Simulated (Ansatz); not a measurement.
BeS and its competing phases

The calculation used DFT PBE, scalar-relativistic, plane waves, PAW in Ansatz. All cells share a 420 eV cutoff and Γ-centred k meshes spaced at most about 0.3 Å⁻¹ (2π included). No spin polarisation.

The zero of energy is the elements' standard structures at the same level; no fitted shifts are applied.

All energies are static (0 K, no zero-point motion). The reference form of S is held partly by dispersion forces, which this level lacks.

The competitors are the elements and 1 reference phase of this chemical system (from databases or known types: BeS), relaxed at the same level; other known phases may be missing.

The candidate was reached from: 4-connected net, two elements alternating.

```cif
data_structure
_symmetry_space_group_name_H-M 'P 1'
_symmetry_Int_Tables_number 1
_cell_length_a 5.9471
_cell_length_b 5.9471
_cell_length_c 3.2927
_cell_angle_alpha 90.000
_cell_angle_beta 90.000
_cell_angle_gamma 90.000
_cell_volume 116.45
loop_
_atom_site_label
_atom_site_type_symbol
_atom_site_fract_x
_atom_site_fract_y
_atom_site_fract_z
_atom_site_occupancy
Be1 Be 0.67036 0.67036 0.50000 1
Be2 Be 0.17036 0.82964 0.25000 1
Be3 Be 0.32964 0.32964 0.00000 1
Be4 Be 0.82964 0.17036 0.75000 1
S1 S 0.82782 0.82782 0.00000 1
S2 S 0.32782 0.67218 0.75000 1
S3 S 0.17218 0.17218 0.50000 1
S4 S 0.67218 0.32782 0.25000 1
```

Problem. Where does it stand against these competitors?

Solution. Not the lowest form: another structure of the same formula lies lower. Its formation energy is -0.741 eV/atom. The lowest competing phase at this composition is this:

```
phase      space group  source  share of atoms  ΔE_f (eV/atom)
  BeS  F-43m (No. 216)     COD          1.0000          -1.070
```

The candidate lies 0.33 eV/atom above this phase. The candidate matches no cell in the subsets of the Crystallography Open Database and the Materials Project at hand. A phase this far over the hull is unlikely to be made.
